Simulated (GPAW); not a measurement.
Input of a GPAW 26.7.0 run:

Contents of run.py:

```python
import numpy as np
from ase.dft.bandgap import bandgap
from ase.io import read, write
from ase.units import GPa
from gpaw import GPAW, PW
from gpaw.spinorbit import soc_eigenstates

atoms = read('EuS.xyz')
atoms.set_initial_magnetic_moments([7.0, 0.0])

calc = GPAW(mode=PW(800),
            xc='mBEEF',
            kpts={'size': (6, 6, 6), 'gamma': True},
            occupations={'name': 'fermi-dirac', 'width': 0.05},
            nbands=25,
            convergence={'density': 1e-05, 'energy': 1e-05},
            maxiter=150,
            txt='gpaw.txt')
atoms.calc = calc
energy = atoms.get_potential_energy()
forces = atoms.get_forces()
stress = atoms.get_stress()
calc.write('gs.gpw')
write('result.traj', atoms)
print(f'Energy: {energy:.6f} eV')
print('Forces (eV/A):')
print(forces.round(4))
print('Stress (GPa):', (stress / GPa).round(3))
print('Moments:', calc.get_magnetic_moments().round(3))
print('Fermi level:', round(calc.get_fermi_level(), 4), 'eV')
print(f'Gap: {bandgap(calc)[0]:.4f} eV, direct: {bandgap(calc, direct=True)[0]:.4f} eV')

path = atoms.cell.bandpath('GXWKGLUWLK,UX', npoints=80, eps=1e-4)
bs_calc = calc.fixed_density(kpts=path, symmetry='off', nbands=39,
                             convergence={'bands': 'CBM+6.0', 'eigenstates': 1e-6}, txt='bands.txt')
bs = bs_calc.band_structure()
bs.write('bs.json')
print(f'Gap on the path: {bandgap(bs_calc)[0]:.4f} eV')

soc = soc_eigenstates(bs_calc, theta=0, phi=0, ignore_xc_potential=True)
np.savetxt('soc_bands.dat', soc.eigenvalues(), fmt='%.4f')
mesh = soc_eigenstates('gs.gpw', theta=0, phi=0, ignore_xc_potential=True)
np.savetxt('soc_mesh.dat', mesh.eigenvalues(), fmt='%.4f')
print('Fermi level with spin-orbit coupling:', round(mesh.fermi_level, 4), 'eV')
```

Contents of EuS.xyz:

```xyz
2
Lattice="0.0000000000 2.9785000000 2.9785000000 2.9785000000 0.0000000000 2.9785000000 2.9785000000 2.9785000000 0.0000000000" Properties=species:S:1:pos:R:3 pbc="T T T"
Eu     0.0000000000      0.0000000000      0.0000000000
S      2.9785000000      2.9785000000      2.9785000000
```

Potentials or basis: GPAW PAW data sets (gpaw-data 1.2.1), pw.

The run is started by

```sh
$ OMP_NUM_THREADS=1 python run.py
```

Problem. What does it give for the net moment?

Solution. 7.00 μB per cell.

Problem. What does it give for the pressure?

Solution. -0.4 GPa.

Problem. What does it give for the site moments?

Solution. Eu +6.70; S -0.08 μB.

Problem. Predict the band gap along the path.

Solution. None (metal or under the smearing width).

Levels at the corners of the path, in eV from the Fermi level:
```
point  band 19  band 20  band 21  band 22  band 23  band 24  band 25  band 26  band 27  band 28
    Γ    -0.48    -0.34    -0.18    -0.15     0.04     1.32     1.35     1.39     1.47     2.10
    X    -0.57    -0.50    -0.41    -0.29    -0.23    -0.22     0.39     3.23     3.73     4.53
    W    -0.58    -0.53    -0.40    -0.33    -0.24     2.17     2.17     2.81     2.81     3.86
    K    -0.59    -0.53    -0.42    -0.33    -0.22     1.03     1.68     3.92     4.29     4.30
    Γ    -0.48    -0.34    -0.18    -0.15     0.04     1.32     1.35     1.39     1.47     2.10
    L    -0.63    -0.51    -0.43    -0.33    -0.24     3.47     3.52     3.60     3.88     3.92
    U    -0.61    -0.51    -0.41    -0.30    -0.24     1.03     1.68     3.92     4.22     4.37
    W    -0.58    -0.53    -0.40    -0.33    -0.24     2.17     2.17     2.81     2.81     3.86
    L    -0.63    -0.51    -0.43    -0.33    -0.24     3.47     3.52     3.60     3.88     3.92
    K    -0.59    -0.53    -0.42    -0.33    -0.22     1.03     1.68     3.92     4.29     4.30
    U    -0.61    -0.51    -0.41    -0.30    -0.24     1.03     1.68     3.92     4.22     4.37
    X    -0.57    -0.50    -0.41    -0.29    -0.23    -0.22     0.39     3.23     3.73     4.53
```

Caveat: one-centre terms of the f shell are cut off; spin-orbit coupling was added after a scalar SCF, so levels and gaps hold it while energy, forces, pressure and moments don't; this program's spin-orbit splittings come out too wide for heavy elements; the PAW data sets were made with another functional, which shifts forces and pressure a little; a cell with one magnetic atom can't hold antiferromagnetic order, which such compounds often take; without U or exact exchange the open f shell lies at the Fermi level, which spoils levels, moments and volumes. The state reached can hang on the start; a lower one may exist.

**Measured values to compare with.**

“Crystal-field mediated electronic transitions of EuS up to 35 GPa”, 2022, pmc:8786971 reports, for a powder of EuS at 300 K: band gap 1.72 eV (optical).

Against the measured gap of EuS, 1.72 eV (optical; 300 K; powder; “Crystal-field mediated electronic transitions of EuS up to 35 GPa”, 2022, pmc:8786971), the calculated 0.00 eV is off by -1.72 eV. So large a miss can be the level of theory's own, or it may mean another phase, state or a wrong row. The value is that of mBEEF, without temperature or zero-point motion. The run's magnetic order (collinear spin, ferromagnetic start, spin-orbit coupling) needn't be the measured crystal's.
